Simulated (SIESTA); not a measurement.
## Co under changes of volume

One of the cells (10.640 Å³/atom); the others are scaled copies at fixed shape and fractional positions:

```
Co
1.0
     2.47200    0.00000    0.00000
    -1.23600    2.14081    0.00000
     0.00000    0.00000    4.02114
Co
2
Direct
  0.66667 0.33333 0.75000
  0.33333 0.66667 0.25000
```

- Program: SIESTA 5.4.2
- Functional: LDA
- Potentials or basis: PseudoDojo 0.4 standard (LDA files)
- Basis: DZP (energy shift 0.003 Ry; two zetas on semicore shells)
- Grid cutoff: 800 Ry
- Energy shift: 0.003 Ry
- k mesh: 9 × 9 × 5
- Occupations: fermi-dirac, width 0.05 eV
- Spin: collinear spin, ferromagnetic start
- Starting moments: [2.0, 2.0] μB

| volume (Å³/atom) | energy over the lowest point (meV/atom) | pressure (GPa) | moment (μB per cell) |
| --- | --- | --- | --- |
| 10.002 | 0.00 | 0.9 | 2.99 |
| 10.215 | 2.66 | -5.0 | 3.00 |
| 10.427 | 13.07 | -10.3 | 3.01 |
| 10.640 | 29.85 | -14.8 | 3.02 |
| 10.853 | 52.36 | -18.9 | 3.04 |
| 11.066 | 79.72 | -22.3 | 3.05 |
| 11.279 | ? | ? | ? |

**Question.** What does the run at 11.279 Å³/atom give?

**Answer.** Energy over the lowest point 111.80 meV/atom; pressure -25.8 GPa; moment 3.06 μB per cell.

Worked out: A Birch-Murnaghan fit of order 3 (a polynomial in V^(-2/3)) to the other rows has its minimum at 10.04 Å³/atom with B0 = V·E''(V) = 305 GPa and B' = 6.0 at fixed shape and positions, which overstates the stiffness. It gives 111.17 meV/atom at 11.279 Å³/atom, against the run's 111.80, and -dE/dV = -25.1 GPa, against -25.8. A straight line through the other rows of the moment, of slope 0.0577 μB per Å³/atom, extrapolates to 3.06 μB, against the run's 3.06.

Energies are extrapolated to zero smearing.

Caveats: short orbitals over semicore shells can move pressures by several GPa; the basis of atomic orbitals isn't converged, which shifts pressures, moduli and gaps.
